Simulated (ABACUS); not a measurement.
# ZnS (Wurtzite-2H) (P6_3mc) in ABACUS: reference runs

Aim: a first look at ZnS (Wurtzite-2H) with PBEsol, on the cell as given.

Program: ABACUS 3.10.1. These are calculated values, not measurements. Logs are shortened: lines on timing, memory, paths and dates and some standing lists are left out, and cuts for length are marked.

**What was measured.**

A printed reference work, monograph reports, for a bulk crystal of ZnS at 4 K: band gap 3.911 eV (direct).

The results are compared with them further down.

## (1) Starting point

It takes space group P6_3mc (No. 186, hexagonal). The conventional cell has a = 3.811 Å, b = 3.811 Å, c = 6.234 Å, α = 90.00°, β = 90.00°, γ = 120.00°. Zn (site symmetry 3m) is surrounded by 4 S at 2.31 to 2.40 Å. S (site symmetry 3m) has 4 Zn at 2.31 to 2.40 Å as nearest neighbours.

## (2) Single point, PBEsol

Input file INPUT:

```
INPUT_PARAMETERS
suffix              ZnS
calculation         scf
basis_type          pw
pseudo_dir          ./
symmetry            1
dft_functional      pbesol
ecutwfc             84
pseudo_rcut         7
nspin               1
nbands              32
ks_solver           dav
smearing_method     fd
smearing_sigma      0.00367493
scf_thr             1e-08
scf_nmax            100
mixing_type         broyden
mixing_beta         0.7
cal_force           1
cal_stress          1
out_chg             1
out_pot             2
out_elf             1
```

Input file STRU:

```
ATOMIC_SPECIES
Zn 65.3800 Zn.upf
S 32.0600 S.upf

LATTICE_CONSTANT
1.8897261246

LATTICE_VECTORS
3.8110000000 0.0000000000 0.0000000000
-1.9055000000 3.3004228138 0.0000000000
0.0000000000 0.0000000000 6.2340000000

ATOMIC_POSITIONS
Direct

Zn
0.0
2
0.6666666667 0.3333333333 0.5000000000 1 1 1
0.3333333333 0.6666666667 0.0000000000 1 1 1

S
0.0
2
0.6666666667 0.3333333333 0.8850000000 1 1 1
0.3333333333 0.6666666667 0.3850000000 1 1 1
```

Input file KPT:

```
K_POINTS
0
Gamma
8 8 5 0 0 0
```

Potentials or basis: PseudoDojo NC SR 0.4.1 PBEsol standard, plane waves.

The run is started by

```bash
> OMP_NUM_THREADS=1 mpirun -np 4 abacus > log
```

running log:

```text
ABACUS v3.10.1

               Atomic-orbital Based Ab-initio Computation at UStc

 ------------------------------------------------------------------------------------

 READING GENERAL INFORMATION
                           global_out_dir = OUT.ZnS/
                           global_in_card = INPUT
                               pseudo_dir = ./
                              orbital_dir =
                                    DSIZE = 4
                                    GSIZE = 1

 READING UNITCELL INFORMATION
                                    ntype = 2
                  lattice constant (Bohr) = 1.88973
              lattice constant (Angstrom) = 1

 READING ATOM TYPE 1
                               atom label = Zn
                      L=0, number of zeta = 1
                      L=1, number of zeta = 1
                      L=2, number of zeta = 1
             number of atom for this type = 2

 READING ATOM TYPE 2
                               atom label = S
                      L=0, number of zeta = 1
                      L=1, number of zeta = 1
                      L=2, number of zeta = 1
             number of atom for this type = 2

                        TOTAL ATOM NUMBER = 4
DIRECT COORDINATES
    atom                   x                   y                   z     mag                  vx                  vy                  vz
taud_Zn1            0.6666666667        0.3333333333        0.5000000000  0.0000        0.0000000000        0.0000000000        0.0000000000
taud_Zn2            0.3333333333        0.6666666667        0.0000000000  0.0000        0.0000000000        0.0000000000        0.0000000000
taud_S1            0.6666666667        0.3333333333        0.8850000000  0.0000        0.0000000000        0.0000000000        0.0000000000
taud_S2            0.3333333333        0.6666666667        0.3850000000  0.0000        0.0000000000        0.0000000000        0.0000000000

                          Volume (Bohr^3) = 529.142
                             Volume (A^3) = 78.4106

 Lattice vectors: (Cartesian coordinate: in unit of a_0)
               +3.811                  +0                  +0
              -1.9055            +3.30042                  +0
                   +0                  +0              +6.234
 Reciprocal vectors: (Cartesian coordinate: in unit of 2 pi/a_0)
            +0.262398           +0.151496                  -0
                   -0           +0.302991                  -0
                   +0                  -0           +0.160411
 The esolver type has been set to : ksdft_pw

                PAO radial cut off (Bohr) = 7

 Read in pseudopotential file is Zn.upf
                     pseudopotential type = NC
          exchange-correlation functional = PBESOL
                 nonlocal core correction = 1
                        valence electrons = 20
                                     lmax = 2
                           number of zeta = 4
                     number of projectors = 6
                           L of projector = 0
[... 5 lines left out ...]
                PAO radial cut off (Bohr) = 7

 Read in pseudopotential file is S.upf
                     pseudopotential type = NC
          exchange-correlation functional = PBESOL
                 nonlocal core correction = 1
                        valence electrons = 6
                                     lmax = 2
                           number of zeta = 2
                     number of projectors = 6
                           L of projector = 0
                           L of projector = 0
                           L of projector = 1
                           L of projector = 1
                           L of projector = 2
                           L of projector = 2
     initial pseudo atomic orbital number = 28

 SETUP THE ELECTRONS NUMBER
            electron number of element Zn = 20
      total electron number of element Zn = 40
             electron number of element S = 6
       total electron number of element S = 12
            AUTOSET number of electrons:  = 52
                           occupied bands = 26
                                   NBANDS = 32
                                   NLOCAL = 36

%%%%%%%%%%%%%%%%%%%%%%%%%%%%%%%%%%%%%%%%%%%%%%%%%%%%%%%%%%%%%%%%%%%%%%%%%%%%%%%%%%%%%%%%%%%%%%%%%%%%%%%%%%
 Warning: the number of valence electrons in pseudopotential > 12 for Zn: [Ar] 3d10 4s2
 Pseudopotentials with additional electrons can yield (more) accurate outcomes, but may be less efficient.
 If you're confident that your chosen pseudopotential is appropriate, you can safely ignore this warning.
%%%%%%%%%%%%%%%%%%%%%%%%%%%%%%%%%%%%%%%%%%%%%%%%%%%%%%%%%%%%%%%%%%%%%%%%%%%%%%%%%%%%%%%%%%%%%%%%%%%%%%%%%%

 SETUP THE PLANE WAVE BASIS
 energy cutoff for charge/potential (unit:Ry) = 336
            fft grid for charge/potential = [ 45, 45, 72 ]
                        fft grid division = [ 1, 1, 1 ]
        big fft grid for charge/potential = [ 45, 45, 72 ]
                                     nbxx = 36450
                                     nrxx = 36450
[... 79 lines left out ...]
                       right hand lattice = 1
(for k-lattice: )
                             BRAVAIS TYPE = 4
                     BRAVAIS LATTICE NAME = 04. Hexagonal cell
                                    ibrav = 4
                       right hand lattice = 1
                        ROTATION MATRICES = 24
                               nkstot_ibz = 30
K-POINTS REDUCTION ACCORDING TO SYMMETRY
     IBZ    DIRECT_X    DIRECT_Y    DIRECT_Z  WEIGHT  ibz2bz
       1  0.00000000  0.00000000  0.00000000  0.0031       0
       2 -0.12500000  0.12500000  0.00000000  0.0187       1
       3 -0.25000000  0.25000000  0.00000000  0.0187       2
       4 -0.37500000  0.37500000  0.00000000  0.0187       3
       5  0.50000000  0.50000000  0.00000000  0.0094       4
       6 -0.12500000  0.25000000  0.00000000  0.0187       9
[... 22 lines left out ...]
      29  0.50000000  0.25000000  0.40000000  0.0375     146
      30  0.37500000  0.37500000  0.40000000  0.0375     147

                               nkstot now = 30
[... K-POINTS DIRECT COORDINATES: 30 rows ...]

           k-point number in this process = 30
       minimum distributed K point number = 30
[... stars of the k points ...]

[... K-POINTS CARTESIAN COORDINATES: 30 rows ...]

[... K-POINTS DIRECT COORDINATES: 30 rows ...]

 SETUP PLANE WAVES FOR WAVE FUNCTIONS
     energy cutoff for wavefunc (unit:Ry) = 84
              fft grid for wave functions = [ 45, 45, 72 ]
                    number of plane waves = 9109
                         number of sticks = 361

 PARALLEL PW FOR WAVE FUNCTIONS
     PROC   COLUMNS(POT)             PW
        1             90           2276
        2             90           2276
        3             91           2281
        4             90           2276
 --------------- sum -------------------
        4            361           9109

 SETUP NONLOCAL PSEUDOPOTENTIALS IN PLANE WAVE BASIS
 Zn non-local projectors:
 projector 1 L=0
 projector 2 L=0
 projector 3 L=1
 projector 4 L=1
 projector 5 L=2
 projector 6 L=2
 S non-local projectors:
 projector 1 L=0
 projector 2 L=0
 projector 3 L=1
 projector 4 L=1
 projector 5 L=2
 projector 6 L=2
      TOTAL NUMBER OF NONLOCAL PROJECTORS = 72

 Init Non-Local PseudoPotential table :
 Init Non-Local-Pseudopotential done.

                                     npwx = 1728

 Make real space PAO into reciprocal space.
       max mesh points in Pseudopotential = 701
     dq(describe PAO in reciprocal space) = 0.01
                                    max q = 1104

 number of pseudo atomic orbitals for Zn is 4
WARNING: norm of atomic wavefunction # 3 of atomic type Zn is 0.999997, renormalized
WARNING: norm of atomic wavefunction # 4 of atomic type Zn is 0.998493, renormalized

 number of pseudo atomic orbitals for S is 2
WARNING: norm of atomic wavefunction # 1 of atomic type S is 0.999996, renormalized
WARNING: norm of atomic wavefunction # 2 of atomic type S is 0.999702, renormalized

 -------------------------------------------
 SELF-CONSISTENT
 -------------------------------------------
                                 init_chg = atomic

 PW ALGORITHM --------------- ION=   1  ELEC=   1--------------------------------
 Notice: Threshold on eigenvalues was too large.
 hsover_error=0.52 > DRHO=0.184982
 Origin diag ethr = 0.01
 New diag ethr = 0.000355736

 Density error is 0.189837091335
                          Error Threshold = 0.000355735523241
----------------------------------------------------------
     Energy           Rydberg                 eV
----------------------------------------------------------
 E_KohnSham     -879.9096289544      -11971.7846788455
 E_Harris       -888.3602835382      -12086.7617330156
 E_Fermi        0.5889782322         8.0134599562
----------------------------------------------------------
[... 63 lines left out ...]
 Density error is 6.46521084891e-09
                          Error Threshold = 1.43645542097e-10
----------------------------------------------------------
     Energy           Rydberg                 eV
----------------------------------------------------------
 E_KohnSham     -879.9722328777      -11972.6364489199
 E_KS(sigma->0) -879.9722328777      -11972.6364489198
 E_Harris       -879.9719645232      -11972.6327977690
 E_band         -93.0646604565       -1266.2096646438
 E_one_elec     -717.2324390215      -9758.4479611303
 E_Hartree      368.5253635669       5014.0448020313
 E_xc           -101.6500925660      -1383.0204611247
 E_Ewald        -429.6150648571      -5845.2128286961
 E_entropy(-TS) -0.0000000000        -0.0000000000
 E_descf        0.0000000000         0.0000000000
 E_exx          0.0000000000         0.0000000000
 E_Fermi        0.6196367734         8.4305908090
----------------------------------------------------------

 charge density convergence is achieved
 final etot is -11972.636449 eV
 EFERMI = 8.430590809 eV
The vacuum level is 10.521019334 eV

 STATE ENERGY(eV) AND OCCUPATIONS    NSPIN == 1
 1/30 kpoint (Cartesian) = 0.0000 0.0000 0.0000 (1705 pws)
       1       -117.314     0.00625000
       2       -117.314     0.00625000
       3       -71.6364     0.00625000
       4       -71.6364     0.00625000
       5       -71.6363     0.00625000
       6       -71.6363     0.00625000
[... 194 lines left out ...]
      31        14.2839    5.40526e-53
      32        14.5323    3.75899e-55

[... levels at 24 further k points ...]

------------------------------------------------------------------------------------------
 TOTAL-FORCE (eV/Angstrom)
------------------------------------------------------------------------------------------
                       Zn1         0.0000000000         0.0000000000         0.3056757265
                       Zn2         0.0000000000         0.0000000000         0.3056757265
                        S1         0.0000000000         0.0000000000        -0.3056757265
                        S2         0.0000000000         0.0000000000        -0.3056757265
------------------------------------------------------------------------------------------

----------------------------------------------------------------
 TOTAL-STRESS (KBAR)
----------------------------------------------------------------
        -7.3814087275         0.0000000000         0.0000000000
         0.0000000000        -7.3814087276         0.0000000000
         0.0000000000        -0.0000000000       -25.5691132339
----------------------------------------------------------------
 TOTAL-PRESSURE: -13.443977 KBAR

 --------------------------------------------
 !FINAL_ETOT_IS -11972.6364489198585943 eV
 --------------------------------------------
```

It took 15 s on 4 MPI ranks of AMD EPYC 9R45 (Zen 5), shared host; peak memory 0.4 GiB.

What came out:

```yaml
Free_energy: -11972.6364 eV
Pressure: -1.3 GPa
Largest_force: 0.306 eV/Å
Band_gap_on_the_k_mesh: 2.11 eV, direct
```

Forces on the atoms (eV/Å):
```
Zn   0.000  0.000  0.306
Zn   0.000  0.000  0.306
S    0.000  0.000 -0.306
S    0.000  0.000 -0.306
```

## (3) Comparison with measurements

Step 2. A measured gap of ZnS is 3.911 eV (direct; 4 K; a printed reference work, monograph); the calculated 2.11 eV misses it by -1.80 eV. The value is that of PBEsol, without temperature or zero-point motion. Semilocal functionals fall short of measured gaps as a rule.
